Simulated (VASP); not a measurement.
# Ta (Fm-3m) in VASP: settings compared, part 2 of 2

VASP 6.6.1. Earlier steps stand in the parts before.

### 4 Relaxation of cell and atoms, PBE

File INCAR:

```
ALGO = Normal ; EDIFF = 1E-7
EDIFFG = -0.005 ; ENCUT = 600
GGA = PE ; IBRION = 2
ISIF = 3 ; ISMEAR = 0
LASPH = T ; LCHARG = F
LREAL = F ; LWAVE = F
NELM = 60 ; NSW = 90
PREC = Accurate ; SIGMA = 0.1
```

File KPOINTS:

```
k-points
0
Gamma
  18 18 18
```

File POSCAR:

```
Ta
1.0
    0.0000000000      2.0800838200      2.0800838200
    2.0800838200      0.0000000000      2.0800838200
    2.0800838200      2.0800838200      0.0000000000
Ta
1
Direct
    0.0000000000      0.0000000000      0.0000000000
```

Potentials or basis: VASP PAW PBE potentials, release 64 (Ta_pv).

Started as:

```bash
cat potpaw_PBE.64/Ta_pv/POTCAR > POTCAR
mpirun -np 1 vasp_std > vasp.out
```

OUTCAR:

```text
EDIFF = 1E-7
   EDIFFG = -0.005
   ENCUT = 600
   GGA = PE
   IBRION = 2
   ISIF = 3
   ISMEAR = 0
   LASPH = T
   LREAL = F
   NELM = 60
   NSW = 90
   PREC = Accurate

 ion  position               nearest neighbor table
   1  0.000  0.000  0.000-

  LATTYP: Found a face centered cubic cell.
 ALAT       =     4.1601676400

  Lattice vectors:

 A1 = (   0.0000000000,   2.0800838200,   2.0800838200)
 A2 = (   2.0800838200,   0.0000000000,   2.0800838200)
 A3 = (   2.0800838200,   2.0800838200,   0.0000000000)

Analysis of symmetry for initial positions (statically):
=====================================================================
 Subroutine PRICEL returns:
 Original cell was already a primitive cell.

 Routine SETGRP: Setting up the symmetry group for a
 face centered cubic supercell.

 Subroutine GETGRP returns: Found 48 space group operations
 (whereof 48 operations were pure point group operations)
 out of a pool of 48 trial point group operations.

The static configuration has the point symmetry O_h .

Analysis of symmetry for dynamics (positions and initial velocities):
=====================================================================
 Subroutine PRICEL returns:
 Original cell was already a primitive cell.
[... 259 lines left out ...]
--------------------------------------- Ionic step        4  -------------------------------------------

 number of electron      11.0000001 magnetization

 Free energy of the ion-electron system (eV)
  ---------------------------------------------------
  ext. energy  EPLUGINS =         0.00000000
  ---------------------------------------------------
  free energy    TOTEN  =       -11.57573154 eV

  energy without entropy =      -11.56906664  energy(sigma->0) =      -11.57239909

 E-fermi :   5.5022     XC(G=0): -12.3950

 val. band max:        5.4891993153   @ k =   0.5000   0.1667   0.0000
 cond. band min:       5.5106045281   @ k =  -0.1667   0.2222   0.0556
 fundamental gap:      0.0214052129
 Fermi energy:         5.5022347125

 k-point     1 :       0.0000    0.0000    0.0000
  band No.  band energies     occupation
      1     -28.1405      2.00000
      2     -28.1405      2.00000
      3     -28.1405      2.00000
      4      -2.6157      2.00000
      5       5.9471      0.00000
      6       5.9471      0.00000
      7       5.9471      0.00000
      8       8.9320      0.00000
      9       8.9320      0.00000
[... 265 lines left out ...]
 k-point    24 :      -0.2222    0.0556    0.0000
  band No.  band energies     occupation
      1     -28.6343      2.00000
      2     -28.2379      2.00000
      3     -28.1935      2.00000
      4      -0.5516      2.00000
      5       4.7563      2.00000
      6       6.3066      0.00000
      7       6.4696      0.00000
      8       8.4380      0.00000
      9       9.4110      0.00000

 [... further k-points ...]

------------------------ aborting loop because EDIFF is reached ----------------------------------------

  FORCE on cell =-STRESS in cart. coord.  units (eV):
  Direction    XX          YY          ZZ          XY          YZ          ZX
  --------------------------------------------------------------------------------------
  -------------------------------------------------------------------------------------
  Total       -0.0016453     -0.0016453     -0.0016453      0.0000000     -0.0000000      0.0000000
  in kB       -0.1399651     -0.1399651     -0.1399651      0.0000000     -0.0000000      0.0000000
  external PRESSURE =      -0.1399651 kB  Pullay stress =       0.0000000 kB
[... 16 lines left out ...]
  FREE ENERGIE OF THE ION-ELECTRON SYSTEM (eV)
  ---------------------------------------------------
  free  energy   TOTEN  =       -11.5757315419 eV

  energy  without entropy=      -11.5690666423  energy(sigma->0) =      -11.57239909

 reached required accuracy - stopping structural energy minimisation
```

CONTCAR:

```text
Ta
   1.00000000000000
    -0.0000000000000000    2.1116952206827841    2.1116952206827841
     2.1116952206827841    0.0000000000000000    2.1116952206827841
     2.1116952206827841    2.1116952206827841    0.0000000000000000
  Ta
     1
Direct
     0.0000000000000000    0.0000000000000000    0.0000000000000000

  0.00000000E+00  0.00000000E+00  0.00000000E+00
```

It took 25 s on 1 thread of Intel Xeon 6975P-C (Granite Rapids), shared host; peak memory 0.18 GiB.

Results:

- Free energy: -11.5757 eV
- Relaxed volume: 18.83 Å³/atom
- Relaxed cell: a = 2.986 Å, b = 2.986 Å, c = 2.986 Å, α = 60.00°, β = 60.00°, γ = 60.00°
- Space group after relaxing (to 0.05 Å): Fm-3m (No. 225)
- Energy gained by relaxing: 23.4 meV/atom
- Ionic steps: 4
- Pressure after relaxing: 0.0 GPa
- Band gap on the k mesh: none (metal or under the smearing width)

The path:
```tsv
step	energy change (eV)	largest force (eV/Å)	pressure (GPa)	volume (Å³)
1	0.0000	0.0000	9.36	18.00
2	0.0896	0.0000	-16.27	20.88
3	-0.0234	0.0000	-0.30	18.86
4	-0.0234	0.0000	-0.01	18.83
```

Final structure:
```xyz
1
Lattice="0.0000 2.1117 2.1117 2.1117 0.0000 2.1117 2.1117 2.1117 0.0000" Properties=species:S:1:pos:R:3 pbc="T T T"
Ta    0.0000    0.0000    0.0000
```

The run has no spin-orbit coupling, so splittings on Ta are missing.

### 5 Relaxation of cell and atoms, PBE+D3(BJ)

File INCAR:

```
ALGO = Normal ; EDIFF = 1E-7
EDIFFG = -0.005 ; ENCUT = 600
GGA = PE ; IBRION = 2
ISIF = 3 ; ISMEAR = 0
IVDW = 12 ; LASPH = T
LCHARG = F ; LREAL = F
LWAVE = F ; NELM = 60
NSW = 90 ; PREC = Accurate
SIGMA = 0.1
```

KPOINTS is that of step 4.

POSCAR is that of step 4.

Started as:

```bash
cat potpaw_PBE.64/Ta_pv/POTCAR > POTCAR
mpirun -np 1 vasp_std > vasp.out
```

Wall time 19 s (1 thread of Intel Xeon 6975P-C (Granite Rapids), shared host); peak memory 0.2 GiB.

It converged, with:

```yaml
Free_energy: -12.2180 eV
Relaxed_volume: 18.29 Å³/atom
Relaxed_cell: a = 2.957 Å, b = 2.957 Å, c = 2.957 Å, α = 60.00°, β = 60.00°, γ = 60.00°
Space_group_after_relaxing_to_0.05_Å: Fm-3m (No. 225)
Energy_gained_by_relaxing: 2.9 meV/atom
Ionic_steps: 3
Pressure_after_relaxing: 0.0 GPa
Band_gap_on_the_k_mesh: none (metal or under the smearing width)
Dispersion_energy_per_atom: -0.652 eV
```

Step by step:
| step | energy change (eV) | largest force (eV/Å) | pressure (GPa) | volume (Å³) |
| --- | --- | --- | --- | --- |
| 1 | 0.0000 | 0.0000 | 3.27 | 18.00 |
| 2 | 0.0124 | 0.0000 | -6.91 | 18.97 |
| 3 | -0.0029 | 0.0000 | -0.03 | 18.29 |

Final structure:
```
Ta
1.0
     0.00000    2.09122    2.09122
     2.09122    0.00000    2.09122
     2.09122    2.09122    0.00000
Ta
1
Direct
  0.00000 0.00000 0.00000
```

Levels at points of the mesh, in eV from the Fermi level:
```
           k point  band 3  band 4  band 5  band 6  band 7  band 8
(0.00, 0.00, 0.00)  -33.54   -8.25    0.43    0.43    0.43    3.54
(0.50, 0.00, 0.00)  -33.68   -4.73    0.19    0.19    0.76    5.96
(0.50, 0.50, 0.00)  -33.94   -4.55   -3.48    3.03    5.95    6.68
```

Caveat: pairwise dispersion overbinds metals, which lowers pressure and volume. The run has no spin-orbit coupling, so splittings on Ta are missing.

### 6 Overview

```tsv
level	potentials or basis	gap on the mesh (eV)	pressure (GPa)	relaxed volume (Å³/atom)
PBEsol	VASP PAW PBE potentials, release 64 (Ta_pv)	none	0.0	18.22
LDA	VASP PAW LDA potentials, release 64 (Ta_pv)	none	0.0	17.81
PBE	VASP PAW PBE potentials, release 64 (Ta_pv)	none	0.0	18.83
PBE+D3(BJ)	VASP PAW PBE potentials, release 64 (Ta_pv)	none	0.0	18.29
```

Alike in all rows: task relaxation of cell and atoms; no spin polarisation; cell relaxed; k mesh 18 × 18 × 18; cutoff (eV) 600; smearing gaussian 0.1 eV.

Caveats: the PAW data sets were made with another functional, which shifts forces and pressure a little (some runs); pairwise dispersion overbinds metals, which lowers pressure and volume (some runs).

Absolute energies hang on the potentials; compare differences alone.
